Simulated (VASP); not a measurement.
Set up this calculation in VASP 6.6.1, as the native input.

| Property | Result |
| --- | --- |
| Task | relaxation of cell and atoms |
| Functional | PBE |
| Potentials or basis | VASP PAW PBE potentials, release 64 (C) |
| Cutoff | 600 eV |
| k mesh | 15 × 15 × 1 |
| Occupations | gaussian, width 0.03 eV |
| Spin | no spin polarisation |
| Further INCAR settings | ALGO = Normal; EDIFF = 1e-06; IBRION = 2; EDIFFG = -0.01; NSW = 90; ISIF = 3 |

The structure of C lies in POSCAR:

```
C
1.0
    2.4672912600      0.0000000000      0.0000000000
   -1.2336456300      2.1367369100      0.0000000000
    0.0000000000      0.0000000000     18.0000000000
C
2
Direct
    0.0000000000      0.0000000000      0.5000000000
    0.6666666700      0.3333333400      0.5000000000
```

The slab is cut from a database's or a generator's crystal, which needn't be the stable form of the element.

These files were run (other wordings do the same):

INCAR

```
SYSTEM = C
PREC = Accurate
ENCUT = 600
EDIFF = 1E-6
ISMEAR = 0
SIGMA = 0.03
LREAL = .FALSE.
LASPH = .TRUE.
NELM = 80
ALGO = Normal
ISIF = 3
LWAVE = .FALSE.
LCHARG = .FALSE.
GGA = PE
IBRION = 2
NSW = 90
EDIFFG = -0.01
LATTICE_CONSTRAINTS = .TRUE. .TRUE. .FALSE.
```

KPOINTS

```
Automatic mesh
0
G
  15 15 1
  0 0 0
```

Potentials or basis: VASP PAW PBE potentials, release 64 (C).

Run with:

```console
$ cat potpaw_PBE.64/C/POTCAR > POTCAR
$ mpirun -np 1 vasp_std > vasp.out
```

Results of the run:

| Property | Result |
| --- | --- |
| Relaxed volume | 47.43 Å³/atom |
| Relaxed cell | a = 2.467 Å, b = 2.467 Å, c = 18.000 Å, α = 90.00°, β = 90.00°, γ = 120.00° |
| Space group after relaxing (to 0.05 Å) | P6/mmm (No. 191) |
| Energy gained by relaxing | 0.0 meV/atom |
| Ionic steps | 3 |
| Band gap on the k mesh | none (metal or under the smearing width) |

Run time: 23 s on 1 thread of Intel(R) Xeon(R) 6975P-C (Granite Rapids) (shared host), peak memory 0.22 GiB.
